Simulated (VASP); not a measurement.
Here is a VASP 6.6.1 calculation.

File INCAR:

```
PREC = Accurate
ENCUT = 520
EDIFF = 1E-6
ISMEAR = -1
SIGMA = 0.02
LREAL = False
LASPH = True
NELM = 80
ALGO = Normal
ISIF = 2
LWAVE = False
LCHARG = False
GGA = PS
NBANDS = 16
```

KPOINTS

```
regular mesh
0
Gamma
  6 6 6
```

The input POSCAR:

```
GaSb
1.0
    0.0000000000      3.0573633369      3.0573633369
    3.0573633369      0.0000000000      3.0573633369
    3.0573633369      3.0573633369      0.0000000000
Ga Sb
1 1
Direct
    0.0000000000      0.0000000000      0.0000000000
    0.2500000000      0.2500000000      0.2500000000
```

Potentials or basis: VASP PAW PBE potentials, release 64 (Ga_d, Sb).

Launch:

```bash
$ cat potpaw_PBE.64/Ga_d/POTCAR potpaw_PBE.64/Sb/POTCAR > POTCAR
$ mpirun -np 1 vasp_std > vasp.out
```

(1) Estimate the pressure.

(2) Estimate the band gap on the k mesh.

## Answers

(1) 0.1 GPa.

(2) zero (filled and empty bands touch).

Caveat: the PAW data sets were made with another functional, which shifts forces and pressure a little; spin-orbit coupling is left out, which moves the levels of the heavy elements.

**Experimental background.**

From a printed reference work, data compilation, for a bulk crystal of GaSb at 4.2 K: band gap 0.811 eV (direct).

Against the measured gap of GaSb, 0.811 eV (direct; 4.2 K; a printed reference work, data compilation), the calculated 0.00 eV is off by -0.81 eV. Spin-orbit coupling on Ga, Sb is left out. The value is that of PBEsol on a finite k mesh, which can miss the band edges, without temperature or zero-point motion. Semilocal functionals fall short of measured gaps as a rule.
